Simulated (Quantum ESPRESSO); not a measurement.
# CoO (R3m) in Quantum ESPRESSO: runs at scaled volumes

Single points of CoO at other volumes, in PBE.

Program: Quantum ESPRESSO 7.5. These are calculated values, not measurements. Logs are shortened: lines on timing, memory, paths and dates and some standing lists are left out, and cuts for length are marked.

## 1. Starting point

The structure is trigonal, space group R3m (No. 160). The conventional cell has a = 3.204 Å, b = 3.204 Å, c = 7.699 Å, α = 90.00°, β = 90.00°, γ = 120.00°. Co (site symmetry 3m) has 4 O at 1.91 to 1.96 Å as nearest neighbours. O (site symmetry 3m) is surrounded by 4 Co at 1.91 to 1.96 Å.

Measurements of this composition are mostly on another form, of space group No. 225.

## 2. Single point, PBE, collinear spin, ferromagnetic start, 10.73 Å³/atom

Contents of pw.in:

```
&CONTROL
  calculation = 'scf'
  prefix = 'pwscf'
  outdir = './tmp'
  pseudo_dir = './pseudo'
  tprnfor = .true.
  tstress = .true.
  disk_io = 'nowf'
/
&SYSTEM
  ibrav = 0
  nat = 2
  ntyp = 2
  ecutwfc = 55
  ecutrho = 440
  nbnd = 21
  occupations = 'smearing'
  smearing = 'fd'
  degauss = 0.00367493
  nspin = 2
  starting_magnetization(1) = 0.1176
  starting_magnetization(2) = 0
/
&ELECTRONS
  conv_thr = 4d-10
  electron_maxstep = 120
  mixing_beta = 0.3
/
ATOMIC_SPECIES
Co    58.9332 Co_pbe_v1.2.uspp.F.UPF
O     15.9990 O.pbe-n-kjpaw_psl.0.1.UPF
CELL_PARAMETERS angstrom
   1.5695123000    0.9061583489    2.5140792326
  -1.5695123000    0.9061583489    2.5140792326
   0.0000000000   -1.8123166978    2.5140792326
ATOMIC_POSITIONS crystal
Co     0.9989783200    0.9989783200    0.9989783200
O      0.7510210300    0.7510210300    0.7510210300
K_POINTS automatic
10 10 10 0 0 0
```

Potentials or basis: SSSP 1.3 efficiency PBE.

On the command line:

```console
> OMP_NUM_THREADS=2 pw.x -in pw.in > pw.out
```

pw.out:

```text
This program is part of the open-source Quantum ESPRESSO suite
     for quantum simulation of materials; please cite
         "P. Giannozzi et al., J. Phys.:Condens. Matter 21 395502 (2009);
         "P. Giannozzi et al., J. Phys.:Condens. Matter 29 465901 (2017);
         "P. Giannozzi et al., J. Chem. Phys. 152 154105 (2020);
     in publications or presentations arising from this work. More details at

     file O.pbe-n-kjpaw_psl.0.1.UPF: wavefunction(s)  2P renormalized
     Message from routine setup:
     using ibrav=0 with symmetry is DISCOURAGED, use correct ibrav instead

     G-vector sticks info
     --------------------
     sticks:   dense  smooth     PW     G-vecs:    dense   smooth      PW
     Sum        1051     517    165                22633     7943    1465

     Using Slab Decomposition

     bravais-lattice index     =            0
     lattice parameter (alat)  =       5.8567  a.u.
     unit-cell volume          =     144.7757 (a.u.)^3
     number of atoms/cell      =            2
     number of atomic types    =            2
     number of electrons       =        23.00
     number of Kohn-Sham states=           21
     kinetic-energy cutoff     =      55.0000  Ry
     charge density cutoff     =     440.0000  Ry
     scf convergence threshold =      4.0E-10
     mixing beta               =       0.3000
     number of iterations used =            8  plain     mixing
     Exchange-correlation= SLA  PW   PBX  PBC
                           (   1   4   3   4   0   0   0)

     celldm(1)=   5.856653  celldm(2)=   0.000000  celldm(3)=   0.000000
     celldm(4)=   0.000000  celldm(5)=   0.000000  celldm(6)=   0.000000

     crystal axes: (cart. coord. in units of alat)
               a(1) = (   0.506424   0.292384   0.811201 )
               a(2) = (  -0.506424   0.292384   0.811201 )
               a(3) = (   0.000000  -0.584768   0.811201 )

     reciprocal axes: (cart. coord. in units 2 pi/alat)
               b(1) = (  0.987315  0.570027  0.410914 )
               b(2) = ( -0.987315  0.570027  0.410914 )
               b(3) = (  0.000000 -1.140054  0.410914 )

     PseudoPot. # 1 for Co read from file:
     Co_pbe_v1.2.uspp.F.UPF
     Pseudo is Ultrasoft + core correction, Zval = 17.0
     Generated by new atomic code, or converted to UPF format
     Using radial grid of  863 points,  6 beta functions with:
                l(1) =   0
                l(2) =   0
                l(3) =   1
                l(4) =   1
                l(5) =   2
                l(6) =   2
     Q(r) pseudized with  8 coefficients,  rinner =    1.200   1.200   1.200
                                                       1.200   1.200

     PseudoPot. # 2 for O  read from file:
     O.pbe-n-kjpaw_psl.0.1.UPF
     Pseudo is Projector augmented-wave + core cor, Zval =  6.0
     Generated using "atomic" code by A. Dal Corso  v.5.0.99 svn rev. 10869
     Shape of augmentation charge: BESSEL
     Using radial grid of 1095 points,  4 beta functions with:
                l(1) =   0
                l(2) =   0
                l(3) =   1
                l(4) =   1
     Q(r) pseudized with 0 coefficients

     atomic species   valence    mass     pseudopotential
     Co               17.00    58.93320     Co( 1.00)
     O                 6.00    15.99900     O ( 1.00)

     Starting magnetic structure
     atomic species   magnetization
     Co              0.118
     O               0.000

      6 Sym. Ops. (no inversion) found

   Cartesian axes

     site n.     atom                  positions (alat units)
         1        Co     tau(   1) = (  -0.0000000  -0.0000000   2.4311158  )
         2        O      tau(   2) = (   0.0000000  -0.0000000   1.8276864  )

     number of k points=   116  Fermi-Dirac smearing, width (Ry)=  0.0037

     Number of k-points >= 100: set verbosity='high' to print them.

     Dense  grid:    22633 G-vectors     FFT dimensions: (  40,  40,  40)

     Smooth grid:     7943 G-vectors     FFT dimensions: (  27,  27,  27)

     Check: negative core charge=   -0.000024
     Generating pointlists ...
     new r_m :   0.2489 (alat units)  1.4578 (a.u.) for type    1
     new r_m :   0.2489 (alat units)  1.4578 (a.u.) for type    2

     Initial potential from superposition of free atoms

     starting charge      22.0000, renormalised to      23.0000
     Starting wfcs are   17 randomized atomic wfcs +    4 random wfcs

     Self-consistent Calculation

     iteration #  1     ecut=    55.00 Ry     beta= 0.30
     Davidson diagonalization with overlap
     ethr =  1.00E-02,  avg # of iterations =  5.7

     total energy              =    -337.63355456 Ry
     estimated scf accuracy    <       7.85716727 Ry

     total magnetization       =     1.97 Bohr mag/cell
     absolute magnetization    =     2.03 Bohr mag/cell

     iteration #  2     ecut=    55.00 Ry     beta= 0.30
     Davidson diagonalization with overlap
     ethr =  1.00E-02,  avg # of iterations =  2.0

     total energy              =    -339.04615572 Ry
     estimated scf accuracy    <       7.75121829 Ry

     total magnetization       =     0.38 Bohr mag/cell
     absolute magnetization    =     0.39 Bohr mag/cell

     iteration #  3     ecut=    55.00 Ry     beta= 0.30
     Davidson diagonalization with overlap
     ethr =  1.00E-02,  avg # of iterations =  1.6

     total energy              =    -340.09621999 Ry
     estimated scf accuracy    <       0.12283416 Ry

     total magnetization       =     2.20 Bohr mag/cell
     absolute magnetization    =     2.20 Bohr mag/cell

     iteration #  4     ecut=    55.00 Ry     beta= 0.30
     Davidson diagonalization with overlap
     ethr =  5.34E-04,  avg # of iterations =  1.2

     total energy              =    -340.10159555 Ry
     estimated scf accuracy    <       0.02877004 Ry

     total magnetization       =     2.08 Bohr mag/cell
     absolute magnetization    =     2.09 Bohr mag/cell

     iteration #  5     ecut=    55.00 Ry     beta= 0.30
     Davidson diagonalization with overlap
     ethr =  1.25E-04,  avg # of iterations =  1.6

     total energy              =    -340.10516713 Ry
     estimated scf accuracy    <       0.01066048 Ry

     total magnetization       =     2.07 Bohr mag/cell
     absolute magnetization    =     2.07 Bohr mag/cell

     iteration #  6     ecut=    55.00 Ry     beta= 0.30
     Davidson diagonalization with overlap
     ethr =  4.63E-05,  avg # of iterations =  1.5

     total energy              =    -340.10539165 Ry
     estimated scf accuracy    <       0.01767881 Ry

     total magnetization       =     2.22 Bohr mag/cell
     absolute magnetization    =     2.23 Bohr mag/cell

     iteration #  7     ecut=    55.00 Ry     beta= 0.30
     Davidson diagonalization with overlap
     ethr =  4.63E-05,  avg # of iterations =  1.0

     total energy              =    -340.10644881 Ry
     estimated scf accuracy    <       0.00817810 Ry

     total magnetization       =     2.27 Bohr mag/cell
     absolute magnetization    =     2.27 Bohr mag/cell

     iteration #  8     ecut=    55.00 Ry     beta= 0.30
     Davidson diagonalization with overlap
     ethr =  3.56E-05,  avg # of iterations =  1.1

     total energy              =    -340.10577301 Ry
     estimated scf accuracy    <       0.00985345 Ry

     total magnetization       =     2.34 Bohr mag/cell
     absolute magnetization    =     2.35 Bohr mag/cell

     iteration #  9     ecut=    55.00 Ry     beta= 0.30
     Davidson diagonalization with overlap
     ethr =  3.56E-05,  avg # of iterations =  1.1

     total energy              =    -340.10572417 Ry
     estimated scf accuracy    <       0.00297004 Ry

     total magnetization       =     2.48 Bohr mag/cell
     absolute magnetization    =     2.49 Bohr mag/cell

     iteration # 10     ecut=    55.00 Ry     beta= 0.30
     Davidson diagonalization with overlap
     ethr =  1.29E-05,  avg # of iterations =  2.4

     total energy              =    -340.10688489 Ry
     estimated scf accuracy    <       0.00031466 Ry

     total magnetization       =     2.67 Bohr mag/cell
     absolute magnetization    =     2.68 Bohr mag/cell

     iteration # 11     ecut=    55.00 Ry     beta= 0.30
     Davidson diagonalization with overlap
     ethr =  1.37E-06,  avg # of iterations =  2.7

     total energy              =    -340.10688689 Ry
     estimated scf accuracy    <       0.00003804 Ry

     total magnetization       =     2.61 Bohr mag/cell
     absolute magnetization    =     2.62 Bohr mag/cell

     iteration # 12     ecut=    55.00 Ry     beta= 0.30
     Davidson diagonalization with overlap
     ethr =  1.65E-07,  avg # of iterations =  2.0

     total energy              =    -340.10705057 Ry
     estimated scf accuracy    <       0.00001443 Ry

     total magnetization       =     2.69 Bohr mag/cell
     absolute magnetization    =     2.70 Bohr mag/cell

     iteration # 13     ecut=    55.00 Ry     beta= 0.30
     Davidson diagonalization with overlap
     ethr =  6.27E-08,  avg # of iterations =  1.0

     total energy              =    -340.10705064 Ry
     estimated scf accuracy    <       0.00000527 Ry

     total magnetization       =     2.67 Bohr mag/cell
     absolute magnetization    =     2.68 Bohr mag/cell

     iteration # 14     ecut=    55.00 Ry     beta= 0.30
     Davidson diagonalization with overlap
     ethr =  2.29E-08,  avg # of iterations =  1.9

     total energy              =    -340.10705875 Ry
     estimated scf accuracy    <       0.00000029 Ry

     total magnetization       =     2.65 Bohr mag/cell
     absolute magnetization    =     2.66 Bohr mag/cell

     iteration # 15     ecut=    55.00 Ry     beta= 0.30
     Davidson diagonalization with overlap
     ethr =  1.27E-09,  avg # of iterations =  1.1

     total energy              =    -340.10705883 Ry
     estimated scf accuracy    <       0.00000013 Ry

     total magnetization       =     2.66 Bohr mag/cell
     absolute magnetization    =     2.67 Bohr mag/cell

     iteration # 16     ecut=    55.00 Ry     beta= 0.30
     Davidson diagonalization with overlap
     ethr =  5.45E-10,  avg # of iterations =  2.0

     total energy              =    -340.10705898 Ry
     estimated scf accuracy    <          1.3E-09 Ry

     total magnetization       =     2.66 Bohr mag/cell
     absolute magnetization    =     2.67 Bohr mag/cell

     iteration # 17     ecut=    55.00 Ry     beta= 0.30
     Davidson diagonalization with overlap
     ethr =  5.61E-12,  avg # of iterations =  2.0

     total energy              =    -340.10705898 Ry
     estimated scf accuracy    <          2.9E-09 Ry

     total magnetization       =     2.66 Bohr mag/cell
     absolute magnetization    =     2.67 Bohr mag/cell

     iteration # 18     ecut=    55.00 Ry     beta= 0.30
     Davidson diagonalization with overlap
     ethr =  5.61E-12,  avg # of iterations =  2.0

     Magnetic moment per site  (integrated on atomic sphere of radius R)
     atom   1 (R=0.249)  charge= 14.0237  magn=  2.1381
     atom   2 (R=0.249)  charge=  5.2000  magn=  0.2903

     End of self-consistent calculation

     Number of k-points >= 100: set verbosity='high' to print the bands.

     the Fermi energy is    12.0793 ev

!    total energy              =    -340.10705899 Ry
     estimated scf accuracy    <          1.2E-10 Ry
     smearing contrib. (-TS)   =      -0.00154579 Ry
     internal energy E=F+TS    =    -340.10551321 Ry

     The total energy is F=E-TS. E is the sum of the following terms:
     one-electron contribution =    -208.06265427 Ry
     hartree contribution      =     115.98702551 Ry
     xc contribution           =     -40.15874287 Ry
     ewald contribution        =    -198.35798714 Ry
     one-center paw contrib.   =      -9.51315444 Ry

     total magnetization       =     2.66 Bohr mag/cell
     absolute magnetization    =     2.67 Bohr mag/cell

     convergence has been achieved in  18 iterations

     Forces acting on atoms (cartesian axes, Ry/au):

     atom    1 type  1   force =     0.00000000    0.00000000    0.01260179
     atom    2 type  2   force =    -0.00000000   -0.00000000   -0.01260179

     Total force =     0.017822     Total SCF correction =     0.000016

     Computing stress (Cartesian axis) and pressure

          total   stress  (Ry/bohr**3)                   (kbar)     P=       87.26
   0.00043995  -0.00000000   0.00000000           64.72       -0.00        0.00
   0.00000000   0.00043995  -0.00000000            0.00       64.72       -0.00
   0.00000000   0.00000000   0.00089964            0.00        0.00      132.34

=------------------------------------------------------------------------------=
   JOB DONE.
=------------------------------------------------------------------------------=
```

Wall time 4.3 min (2 threads of Arm Neoverse V2, shared host); peak memory 0.19 GiB.

Results:

```
Free energy                                           : -4627.3923 eV
Pressure                                              : 8.7 GPa
Largest force                                         : 0.324 eV/Å
Band gap on the k mesh                                : none (metal or under the smearing width)
Net moment                                            : 2.66 μB per cell
Absolute moment                                       : 2.67 μB per cell
Site moments                                          : Co +2.14; O +0.29 μB
Valence electrons inside the program's atomic spheres : Co 14.02; O 5.20
```

Caveat: a cell with one magnetic atom can't hold antiferromagnetic order, which such compounds often take; semilocal functionals often make such compounds metallic where correlation or magnetic order opens a gap, which also shifts bond lengths.

(Part 1 of 2 ends here.)
